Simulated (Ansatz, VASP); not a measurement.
Lu: VASP beside Ansatz

File INCAR:

```
SYSTEM = Lu
PREC = Accurate
ENCUT = 520
EDIFF = 1E-7
ISMEAR = -1
SIGMA = 0.05
LREAL = .FALSE.
LASPH = .TRUE.
NELM = 60
ALGO = Normal
ISIF = 2
LWAVE = .FALSE.
LCHARG = .FALSE.
GGA = PE
NBANDS = 32
```

KPOINTS

```
Automatic mesh
0
G
  9 9 5
  0 0 0
```

Contents of POSCAR:

```
Lu
1.0
    3.5491987075      0.0000000000      0.0000000000
   -1.7745993538      3.0736962438      0.0000000000
    0.0000000000      0.0000000000      5.6239465347
Lu
2
Direct
    0.6666666667      0.3333333333      0.7500000000
    0.3333333333      0.6666666667      0.2500000000
```

File input.yaml:

```yaml
crystal:
  lattice:
    - [3.5491987075, 0.0, 0.0]
    - [-1.7745993538, 3.0736962438, 0.0]
    - [0.0, 0.0, 5.6239465347]
  atoms:
    - { symbol: Lu, position: [0.6666666667, 0.3333333333, 0.75] }
    - { symbol: Lu, position: [0.3333333333, 0.6666666667, 0.25] }
hamiltonian:
  xc: pbe
  pseudopotentials: { kind: paw }
kpoints:
  mp_grid: { grid: [9, 9, 5] }
scf:
  occupations: { method: fermi_dirac, width: 0.05 }
output:
  forces: true
  stress: true
  eigenvalues: true
```

Change from the starting cell: volume scaled by 1.04.

Alike in both runs: task single point; functional PBE; k mesh 9 × 9 × 5; occupations fermi-dirac, width 0.05 eV; no spin polarisation.

```csv
,VASP,Ansatz
version,VASP 6.6.1,Ansatz 0.2.0
potentials or method,"VASP PAW PBE potentials, release 64 (Lu)",Ansatz PAW
plane-wave cutoff (eV),520,420
valence electrons in the cell,50,50
```

|  | VASP | Ansatz | Ansatz less VASP |
| --- | --- | --- | --- |
| gap on the k mesh at the Fermi level (eV) | none | none | - |
| pressure (GPa) | -2.0 | -2.1 | -0.12 |
| largest component of the traceless stress (GPa) | 0.54 | 0.54 | +0.001 |

A gap of «none» marks a metal or a gap that the smearing closes.

Spin-orbit coupling is left out, which matters for the levels of Lu.
